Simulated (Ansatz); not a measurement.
The following input was run with Ansatz 0.2.0.

```yaml
crystal:
  lattice:
    - [16.5, 0.0, 0.0]
    - [0.0, 16.8, 0.0]
    - [0.0, 0.0, 5.7610729055]
  atoms:
    - { symbol: Ge, position: [0.5, 0.5, 0.5] }
    - { symbol: Ge, position: [0.5872889834, 0.4142697484, 0.25] }
    - { symbol: Ge, position: [0.5, 0.3285394969, 0.0] }
    - { symbol: Ge, position: [0.5, 0.6714605031, 0.0] }
    - { symbol: Ge, position: [0.5872889834, 0.5857302516, 0.75] }
    - { symbol: Ge, position: [0.3254220332, 0.5, 0.0] }
    - { symbol: Ge, position: [0.6745779668, 0.5, 0.0] }
    - { symbol: Ge, position: [0.4127110166, 0.4142697484, 0.75] }
    - { symbol: Ge, position: [0.4127110166, 0.5857302516, 0.25] }
    - { symbol: H, position: [0.6411750085, 0.3613459738, 0.4043322623] }
    - { symbol: H, position: [0.5538860251, 0.2756157222, 0.8456677377] }
    - { symbol: H, position: [0.4461139749, 0.2756157222, 0.1543322623] }
    - { symbol: H, position: [0.5538860251, 0.7243842778, 0.1543322623] }
    - { symbol: H, position: [0.4461139749, 0.7243842778, 0.8456677377] }
    - { symbol: H, position: [0.6411750085, 0.6386540262, 0.5956677377] }
    - { symbol: H, position: [0.271536008, 0.4470762253, 0.1543322623] }
    - { symbol: H, position: [0.271536008, 0.5529237747, 0.8456677377] }
    - { symbol: H, position: [0.728463992, 0.4470762253, 0.8456677377] }
    - { symbol: H, position: [0.728463992, 0.5529237747, 0.1543322623] }
    - { symbol: H, position: [0.3588249915, 0.3613459738, 0.5956677377] }
    - { symbol: H, position: [0.3588249915, 0.6386540262, 0.4043322623] }
basis:
  ecutwfc: 420
kpoints:
  mp_grid: { grid: [1, 1, 10] }
hamiltonian:
  xc: pbe
scf:
  occupations: { method: gaussian, width: 0.05 }
output:
  forces: true
  stress: true
  eigenvalues: true
  populations: true
  write_density: true
  write_potential: true
  elf: true
  volumetric_format: npy
relax:
  adjacent_minimum: "off"
  f_tol: 0.02
  max_steps: 45
  cell: { fix: [a, b, alpha, beta, gamma], stress_tol: 0.03 }
```

Run as
```bash
ansatz run input.yaml --threads 4 --pin off --max-ram 11264MiB --backend cpu --events-out ev --progress --plain --runs-dir out
```

The calculation used DFT PBE, scalar-relativistic, plane waves, PAW (Ansatz 0.2.0).

From the run's log, abridged:

```
Pseudopotentials: kind: paw
Pseudopotential: Ge, paw, valence charge 14, recommended cutoff 420 eV (normal)
Pseudopotential: H, paw, valence charge 1, recommended cutoff 420 eV (normal)
Functional definition: PBE
Crystal: 21 atoms, lattice volume = 1596.969 Å³
Basis set: ecut = 420 eV, 31193 PW (Γ), exchange–correlation on 240×240×80 points (8 copies of the dense FFT grid, shifted against one another)
Bands: 90, of which v1, the nominal top of the filled ones, is band 69 counted from 1 (68 counted from 0)
Symmetry: 4 space group operations
Space group: P222 (ITA 16), of the structure as read, at distance tolerance 1.2e-4 Å
k-points: 6 of 10
Initial density: superposition of atomic densities (neutral atoms: chi_scale 0, normalization atom), corrected by the library's trained network
Initial wavefunctions: pseudopotential atomic-orbital guess
Functional: x = pbe(κ = 0.804, μ = 0.21951497), c = pbe(β = 0.06672455)
SCF iter   1: F=—  HF=-38842.680068 eV  |F-HF|=—  |Δ(HF+E_count)|=         —  Δρ=8.60e-4  dr2=2.26e-2  ethr=1.77e-3  ⟨swp⟩=8.7  Hψ=2504  notcnv=0  defer=7
SCF iter   2: F=—  HF=-38842.685126 eV  |F-HF|=—  |Δ(HF+E_count)|=   5.06e-3  Δρ=4.32e-4  dr2=4.51e-3  ethr=1.64e-5  ⟨swp⟩=2.0  Hψ=779  notcnv=0  defer=80
SCF iter   3: F=—  HF=-38842.690327 eV  |F-HF|=—  |Δ(HF+E_count)|=   5.20e-3  Δρ=1.48e-4  dr2=1.65e-3  ethr=3.27e-6  ⟨swp⟩=2.0  Hψ=628  notcnv=0  defer=80
SCF iter   4: F=—  HF=-38842.690578 eV  |F-HF|=—  |Δ(HF+E_count)|=   2.51e-4  Δρ=4.94e-5  dr2=5.55e-5  ethr=1.19e-6  ⟨swp⟩=2.0  Hψ=554  notcnv=0  defer=80
SCF iter   5: F=—  HF=-38842.690724 eV  |F-HF|=—  |Δ(HF+E_count)|=   1.47e-4  Δρ=1.66e-5  dr2=3.77e-6  ethr=4.02e-8  ⟨swp⟩=2.0  Hψ=878  notcnv=0  defer=82
SCF iter   6: F=—  HF=-38842.690727 eV  |F-HF|=—  |Δ(HF+E_count)|=   2.34e-6  Δρ=4.77e-6  dr2=3.26e-7  ethr=2.73e-9  ⟨swp⟩=2.0  Hψ=872  notcnv=0  defer=82
SCF iter   7: F=-38842.690730 eV  HF=-38842.690729 eV  |F-HF|=3.90e-7  |Δ(HF+E_count)|=   2.52e-6  Δρ=1.67e-6  dr2=4.08e-8  ethr=7.25e-11  ⟨swp⟩=19.2  Hψ=3992  notcnv=0
SCF 1 converged in 7 iterations: F = -38842.690730 eV  dr2 = 4.08e-8
relax step   1: F+E_penalty+E_count = -38842.69072972 eV  Δ(F+E_penalty+E_count) = +0.000e0 eV  max|allowed force component| = 5.698e-1 eV/Å  Δτ_max = 0.0000 Å  P = -0.220 GPa  Ω = 1596.969 Å³  fix = [a, b, alpha, beta, gamma]  reactions: a -0.229, b -0.229 GPa (7 SCF iters, dr2 threshold 1.00e-7 eV, accepted)
Crystal: 21 atoms, lattice volume = 1597.584 Å³
Basis set: ecut = 420 eV, 31209 PW (Γ), exchange–correlation on 240×240×80 points (8 copies of the dense FFT grid, shifted against one another)
Initial density: handed on by an earlier stage of this run
Initial wavefunctions: those handed on with the density
SCF iter   1: F=—  HF=-38842.773664 eV  |F-HF|=—  |Δ(HF+E_count)|=         —  Δρ=3.69e-3  dr2=1.17e-1  ethr=7.93e-5  ⟨swp⟩=3.5  Hψ=2127  notcnv=0
SCF iter   2: F=—  HF=-38842.761393 eV  |F-HF|=—  |Δ(HF+E_count)|=   1.23e-2  Δρ=1.60e-3  dr2=2.10e-2  ethr=7.93e-5  ⟨swp⟩=3.2  Hψ=799  notcnv=0  defer=12
SCF iter   3: F=—  HF=-38842.761916 eV  |F-HF|=—  |Δ(HF+E_count)|=   5.23e-4  Δρ=6.15e-4  dr2=7.45e-3  ethr=1.52e-5  ⟨swp⟩=2.2  Hψ=744  notcnv=0  defer=12
SCF iter   4: F=—  HF=-38842.760797 eV  |F-HF|=—  |Δ(HF+E_count)|=   1.12e-3  Δρ=7.96e-5  dr2=1.18e-4  ethr=5.40e-6  ⟨swp⟩=2.0  Hψ=645  notcnv=0  defer=12
SCF iter   5: F=—  HF=-38842.760940 eV  |F-HF|=—  |Δ(HF+E_count)|=   1.42e-4  Δρ=2.91e-5  dr2=1.62e-5  ethr=8.57e-8  ⟨swp⟩=2.0  Hψ=954  notcnv=0  defer=12
SCF iter   6: F=-38842.760947 eV  HF=-38842.760945 eV  |F-HF|=1.77e-6  |Δ(HF+E_count)|=   5.63e-6  Δρ=9.48e-6  dr2=1.08e-6  ethr=1.52e-9  ⟨swp⟩=14.8  Hψ=4556  notcnv=0
SCF iter   7: F=-38842.760947 eV  HF=-38842.760947 eV  |F-HF|=1.44e-7  |Δ(HF+E_count)|=   1.92e-6  Δρ=1.90e-6  dr2=5.24e-8  ethr=7.85e-10  ⟨swp⟩=10.2  Hψ=3669  notcnv=0
SCF iter   8: F=-38842.760947 eV  HF=-38842.760947 eV  |F-HF|=8.88e-9  |Δ(HF+E_count)|=   1.56e-7  Δρ=5.91e-7  dr2=6.42e-9  ethr=3.80e-11  ⟨swp⟩=8.2  Hψ=3120  notcnv=0
SCF 2 converged in 8 iterations: F = -38842.760947 eV  dr2 = 6.42e-9
relax step   2: F+E_penalty+E_count = -38842.76094732 eV  Δ(F+E_penalty+E_count) = -7.022e-2 eV  max|allowed force component| = 1.863e-1 eV/Å  Δτ_max = 0.0858 Å  P = +0.075 GPa  Ω = 1597.584 Å³  energy of the carried Pulay correction = -6.952e-5 eV  fix = [a, b, alpha, beta, gamma]  reactions: a +0.097, b +0.097 GPa (8 SCF iters, dr2 threshold 2.10e-6 eV, accepted)
Crystal: 21 atoms, lattice volume = 1592.996 Å³
Basis set: ecut = 420 eV, 31137 PW (Γ), exchange–correlation on 240×240×80 points (8 copies of the dense FFT grid, shifted against one another)
SCF iter   1: F=—  HF=-38842.792130 eV  |F-HF|=—  |Δ(HF+E_count)|=         —  Δρ=1.52e-3  dr2=2.16e-2  ethr=1.57e-5  ⟨swp⟩=2.5  Hψ=2023  notcnv=0
SCF iter   2: F=—  HF=-38842.788211 eV  |F-HF|=—  |Δ(HF+E_count)|=   3.92e-3  Δρ=6.98e-4  dr2=3.76e-3  ethr=1.57e-5  ⟨swp⟩=2.0  Hψ=646  notcnv=0
SCF iter   3: F=—  HF=-38842.788040 eV  |F-HF|=—  |Δ(HF+E_count)|=   1.71e-4  Δρ=1.74e-4  dr2=8.93e-4  ethr=2.72e-6  ⟨swp⟩=2.0  Hψ=677  notcnv=0
SCF iter   4: F=—  HF=-38842.788024 eV  |F-HF|=—  |Δ(HF+E_count)|=   1.55e-5  Δρ=3.94e-5  dr2=2.59e-5  ethr=6.47e-7  ⟨swp⟩=2.0  Hψ=636  notcnv=0
SCF iter   5: F=—  HF=-38842.788029 eV  |F-HF|=—  |Δ(HF+E_count)|=   4.43e-6  Δρ=1.19e-5  dr2=2.49e-6  ethr=1.87e-8  ⟨swp⟩=2.0  Hψ=954  notcnv=0
SCF iter   6: F=-38842.788029 eV  HF=-38842.788029 eV  |F-HF|=2.93e-7  |Δ(HF+E_count)|=   3.90e-7  Δρ=3.70e-6  dr2=2.38e-7  ethr=1.52e-9  ⟨swp⟩=15.2  Hψ=4284  notcnv=0
SCF 3 converged in 6 iterations: F = -38842.788029 eV  dr2 = 2.38e-7
relax step   3: F+E_penalty+E_count = -38842.78802937 eV  Δ(F+E_penalty+E_count) = -2.708e-2 eV  max|allowed force component| = 3.043e-2 eV/Å  Δτ_max = 0.0428 Å  P = -0.008 GPa  Ω = 1592.996 Å³  energy of the carried Pulay correction = +4.499e-4 eV  fix = [a, b, alpha, beta, gamma]  reactions: a +0.001, b +0.001 GPa (6 SCF iters, dr2 threshold 2.10e-6 eV, accepted)
Crystal: 21 atoms, lattice volume = 1591.532 Å³
Basis set: ecut = 420 eV, 31129 PW (Γ), exchange–correlation on 240×240×80 points (8 copies of the dense FFT grid, shifted against one another)
SCF iter   1: F=—  HF=-38842.788475 eV  |F-HF|=—  |Δ(HF+E_count)|=         —  Δρ=1.18e-4  dr2=1.69e-4  ethr=1.16e-7  ⟨swp⟩=2.7  Hψ=2000  notcnv=0
SCF iter   2: F=—  HF=-38842.788453 eV  |F-HF|=—  |Δ(HF+E_count)|=   2.21e-5  Δρ=5.42e-5  dr2=3.09e-5  ethr=1.16e-7  ⟨swp⟩=2.0  Hψ=648  notcnv=0
SCF iter   3: F=—  HF=-38842.788623 eV  |F-HF|=—  |Δ(HF+E_count)|=   1.70e-4  Δρ=1.92e-5  dr2=9.61e-6  ethr=2.24e-8  ⟨swp⟩=2.0  Hψ=645  notcnv=0
SCF iter   4: F=—  HF=-38842.788622 eV  |F-HF|=—  |Δ(HF+E_count)|=   1.26e-6  Δρ=3.51e-6  dr2=1.62e-7  ethr=6.97e-9  ⟨swp⟩=2.8  Hψ=937  notcnv=0
SCF iter   5: F=-38842.788622 eV  HF=-38842.788622 eV  |F-HF|=2.71e-8  |Δ(HF+E_count)|=   9.24e-8  Δρ=9.87e-7  dr2=1.70e-8  ethr=4.19e-11  ⟨swp⟩=14.2  Hψ=3809  notcnv=0
SCF 4 converged in 5 iterations: F = -38842.788622 eV  dr2 = 1.70e-8
relax step   4: F+E_penalty+E_count = -38842.78862189 eV  Δ(F+E_penalty+E_count) = -5.925e-4 eV  max|allowed force component| = 7.950e-3 eV/Å  Δτ_max = 0.0033 Å  P = -0.004 GPa  Ω = 1591.532 Å³  energy of the carried Pulay correction = +6.161e-4 eV  fix = [a, b, alpha, beta, gamma]  reactions: a -0.002, b -0.002 GPa (5 SCF iters, dr2 threshold 5.79e-8 eV, accepted)
Initial wavefunctions: pseudopotential atomic-orbital guess (no wavefunctions were taken with the density)
SCF iter   1: F=—  HF=-38842.787853 eV  |F-HF|=—  |Δ(HF+E_count)|=         —  Δρ=4.37e-6  dr2=5.73e-8  ethr=1.36e-7  ⟨swp⟩=3.5  Hψ=3801  notcnv=0
SCF iter   2: F=—  HF=-38842.788023 eV  |F-HF|=—  |Δ(HF+E_count)|=   1.71e-4  Δρ=2.10e-6  dr2=1.10e-8  ethr=4.15e-11  ⟨swp⟩=3.0  Hψ=1079  notcnv=0
SCF iter   3: F=—  HF=-38842.788023 eV  |F-HF|=—  |Δ(HF+E_count)|=   6.67e-8  Δρ=6.86e-7  dr2=2.47e-9  ethr=8.01e-12  ⟨swp⟩=2.0  Hψ=954  notcnv=0
SCF iter   4: F=—  HF=-38842.788023 eV  |F-HF|=—  |Δ(HF+E_count)|=   6.39e-9  Δρ=1.65e-7  dr2=1.27e-10  ethr=1.79e-12  ⟨swp⟩=2.0  Hψ=954  notcnv=0
SCF iter   5: F=-38842.788023 eV  HF=-38842.788023 eV  |F-HF|=8.00e-11  |Δ(HF+E_count)|=  7.28e-10  Δρ=2.16e-8  dr2=6.67e-12  ethr=1.00e-12  ⟨swp⟩=11.0  Hψ=2390  notcnv=0
SCF 5 converged in 5 iterations: F = -38842.788023 eV  dr2 = 6.67e-12
WARN: The output density's exchange-correlation potential varies sharply where the density is thin. Do not read a vacuum level from v_tot or v_xc, or from such a field of the output density. On a cell that repeats whose density bears no net charge and no dipole along the vacuum's axis use v_es (v_loc + v_h of the components); under efield.dipole_correction with no amplitude use v_es + v_field, which holds any external_charges[].barrier, or the levels of the report's work_function block, which leave it out; under a non-zero efield.amplitude the vacuum is tilted and has no level; on a cell that repeats and bears such a dipole with no correction it is tilted too, and efield.dipole_correction wi ...
SCF converged after 5 iterations
Free energy (F): -38842.788023 eV
Harris-Foulkes:  -38842.788023 eV  (|F-HF|=8.00e-11)
Internal energy: -38842.788023 eV  (E = F + TS)
E sigma→0 (E₀):  -38842.788023 eV
Fermi energy:    -2.459645 eV
--- Per-component energies (eV) ---
  E_band       = -2811.140502
  E_kinetic    = 1155.781842
  E_local      = -78081.150922  (includes V_loc(G=0)·N_el)
  E_nonlocal   = 3795.010169
  E_hartree    = 36936.800254
  E_xc         = -780.520332
  E_vxc        = -710.654317  (∫ρ·V_xc dr)
  E_paw        = -18195.755204  (= ΣΔE_a)
  E_vpaw       = -2843.715174  (= ΣTr[D̂ρ^β])
  E_aug_tail   = -0.012387  (compensation charges beyond the density's cutoff)
  E_ewald      = 16327.058557
  E_smearing   =  0.000000  (= −TS)
--- Forces (eV/Å), atoms counted from 1 ---
  atom   1  Ge     0.00000000     0.00000000     0.00000000
  atom   2  Ge    -0.00030927     0.00030185     0.00584795
  atom   3  Ge     0.00000000     0.00799535     0.00000000
  atom   4  Ge     0.00000000    -0.00799535     0.00000000
  atom   5  Ge    -0.00030927    -0.00030185    -0.00584795
  atom   6  Ge     0.00800925     0.00000000     0.00000000
  atom   7  Ge    -0.00800925     0.00000000     0.00000000
  atom   8  Ge     0.00030927     0.00030185    -0.00584795
  atom   9  Ge     0.00030927    -0.00030185     0.00584795
  atom  10  H     -0.00209606     0.00210085    -0.00311765
  atom  11  H      0.00197474    -0.00254663    -0.00056925
  atom  12  H     -0.00197474    -0.00254663     0.00056925
  atom  13  H      0.00197474     0.00254663     0.00056925
  atom  14  H     -0.00197474     0.00254663    -0.00056925
  atom  15  H     -0.00209606    -0.00210085     0.00311765
  atom  16  H     -0.00254770    -0.00196569     0.00056960
  atom  17  H     -0.00254770     0.00196569    -0.00056960
  atom  18  H      0.00254770    -0.00196569    -0.00056960
  atom  19  H      0.00254770     0.00196569     0.00056960
  atom  20  H      0.00209606     0.00210085     0.00311765
  atom  21  H      0.00209606    -0.00210085    -0.00311765
--- Stress (GPa, compression-positive) ---
       -0.002223       0.000000       0.000000
        0.000000      -0.001995       0.000000
        0.000000       0.000000      -0.007497
  P = ⅓ Tr σ = -0.0039 GPa (-0.039 kbar)
--- Band table (eV; the first three rows and the last of 6) ---
  k-point 0: bands = ["-27.1503", "-27.1503", "-27.1398", "-27.1322", "-27.1170", "-27.1042", "-27.1042", "-27.0944", "-27.0792", "-27.0792", "-27.0699", "-27.0563", "-27.0168", "-27.0141", "-27.0141", "-27.0133", "-27.0102", "-27.0011", "-26.9847", "-26.9847", "-26.9764", "-26.9607", "-26.9607", "-26.9590", "-26.9454", "-26.9442", "-26.9409", "-26.9409", "-26.9409", "-26.9085", "-26.9049", "-26.9049", "-26.9015", "-26.8919", "-26.8911", "-26.8911", "-26.8796", "-26.8738", "-26.8582", "-26.8582", "-26.8551", "-26.8427", "-26.8160", "-26.8160", "-26.8118", "-14.1646", "-13.0217", "-13.0217", "-11.9088", "-11.5365", "-11.5328", "-10.3946", "-10.3946", "-8.5777", "-7.1178", "-7.0857", "-6.7389" ...
  k-point 1: bands = ["-27.1498", "-27.1498", "-27.1396", "-27.1335", "-27.1149", "-27.1056", "-27.1055", "-27.0945", "-27.0782", "-27.0782", "-27.0720", "-27.0557", "-27.0151", "-27.0141", "-27.0141", "-27.0131", "-27.0114", "-26.9998", "-26.9855", "-26.9855", "-26.9779", "-26.9609", "-26.9609", "-26.9605", "-26.9449", "-26.9440", "-26.9399", "-26.9399", "-26.9381", "-26.9097", "-26.9051", "-26.9048", "-26.9047", "-26.8914", "-26.8914", "-26.8875", "-26.8798", "-26.8746", "-26.8577", "-26.8577", "-26.8562", "-26.8422", "-26.8165", "-26.8165", "-26.8115", "-14.1328", "-13.0121", "-13.0121", "-11.9236", "-11.9054", "-11.1523", "-10.4145", "-10.4145", "-8.6319", "-7.2964", "-6.8803", "-6.7731" ...
  k-point 2: bands = ["-27.1485", "-27.1485", "-27.1393", "-27.1359", "-27.1103", "-27.1088", "-27.1088", "-27.0948", "-27.0765", "-27.0760", "-27.0760", "-27.0547", "-27.0194", "-27.0140", "-27.0140", "-27.0113", "-27.0055", "-26.9979", "-26.9876", "-26.9876", "-26.9808", "-26.9648", "-26.9614", "-26.9614", "-26.9445", "-26.9437", "-26.9374", "-26.9374", "-26.9306", "-26.9136", "-26.9084", "-26.9042", "-26.9042", "-26.8921", "-26.8921", "-26.8839", "-26.8805", "-26.8741", "-26.8592", "-26.8562", "-26.8562", "-26.8414", "-26.8181", "-26.8181", "-26.8108", "-14.0385", "-12.9864", "-12.9864", "-12.3100", "-11.8964", "-10.7817", "-10.4675", "-10.4675", "-8.7863", "-7.4134", "-6.8509", "-6.8509" ...
  k-point 5: bands = ["-27.1440", "-27.1440", "-27.1398", "-27.1382", "-27.1169", "-27.1169", "-27.0990", "-27.0965", "-27.0849", "-27.0712", "-27.0712", "-27.0530", "-27.0344", "-27.0139", "-27.0139", "-26.9965", "-26.9950", "-26.9926", "-26.9926", "-26.9886", "-26.9853", "-26.9831", "-26.9622", "-26.9622", "-26.9443", "-26.9440", "-26.9322", "-26.9321", "-26.9184", "-26.9161", "-26.9096", "-26.9024", "-26.9023", "-26.8943", "-26.8943", "-26.8889", "-26.8862", "-26.8671", "-26.8629", "-26.8518", "-26.8517", "-26.8409", "-26.8229", "-26.8229", "-26.8092", "-13.5378", "-13.2086", "-12.9142", "-12.9142", "-11.8725", "-10.6114", "-10.6113", "-9.9148", "-9.4479", "-7.4080", "-6.9969", "-6.9969", ...
--- Relaxed structure (4 steps of the walk, 4 accepted, 1 SCFs on fresh bases) ---
  F+E_penalty+E_count = -38842.78802337 eV   max|allowed force component| = 8.009e-3 eV/Å   (the final SCF, on the basis selected at the relaxed cell)
  cell:  # Å, volume = 1591.5316 Å³
    - [16.5, 0.0, 0.0]
    - [0.0, 16.8, 0.0]
    - [0.0, 0.0, 5.74145598]
  atoms:
    - { symbol: Ge, position: [0.5, 0.5, 0.5] }
    - { symbol: Ge, position: [0.58533642, 0.41618726, 0.24710807] }
    - { symbol: Ge, position: [0.5, 0.33197026, 0.0] }
    - { symbol: Ge, position: [0.5, 0.66802973, 0.0] }
    - { symbol: Ge, position: [0.58533642, 0.58381273, 0.75289192] }
    - { symbol: Ge, position: [0.32891562, 0.5, 0.0] }
    - { symbol: Ge, position: [0.67108437, 0.5, 0.0] }
    - { symbol: Ge, position: [0.41466357, 0.41618726, 0.75289192] }
    - { symbol: Ge, position: [0.41466357, 0.58381273, 0.24710807] }
    - { symbol: H, position: [0.63979741, 0.36269971, 0.40265836] }
    - { symbol: H, position: [0.55382877, 0.27760049, 0.84726541] }
    - { symbol: H, position: [0.44617122, 0.27760049, 0.15273458] }
    - { symbol: H, position: [0.55382877, 0.72239950, 0.15273458] }
    - { symbol: H, position: [0.44617122, 0.72239950, 0.84726541] }
    - { symbol: H, position: [0.63979741, 0.63730028, 0.59734163] }
    - { symbol: H, position: [0.27355705, 0.44713319, 0.15273594] }
    - { symbol: H, position: [0.27355705, 0.55286680, 0.84726405] }
    - { symbol: H, position: [0.72644294, 0.44713319, 0.84726405] }
    - { symbol: H, position: [0.72644294, 0.55286680, 0.15273594] }
    - { symbol: H, position: [0.36020258, 0.36269971, 0.59734163] }
    - { symbol: H, position: [0.36020258, 0.63730028, 0.40265836] }
--- Löwdin populations: 21 sites ---
  site symbol q [e]
     0     Ge     13.9967
     1     Ge     13.9251
     2     Ge     13.8320
     3     Ge     13.8320
     4     Ge     13.9251
     5     Ge     13.8320
     6     Ge     13.8320
     7     Ge     13.9251
     8     Ge     13.9251
     9      H      1.0270
    10      H      1.0297
    11      H      1.0297
    12      H      1.0297
    13      H      1.0297
    14      H      1.0270
    15      H      1.0297
    16      H      1.0297
    17      H      1.0297
    18      H      1.0297
    19      H      1.0270
    20      H      1.0270
  spilling = 0.004559 (of n_electrons = 138.000000)
```

The relaxation met its thresholds.

The run took 68 s on 4 threads of Intel(R) Xeon(R) 6975P-C (Granite Rapids) (shared host), peak memory 3.1 GiB.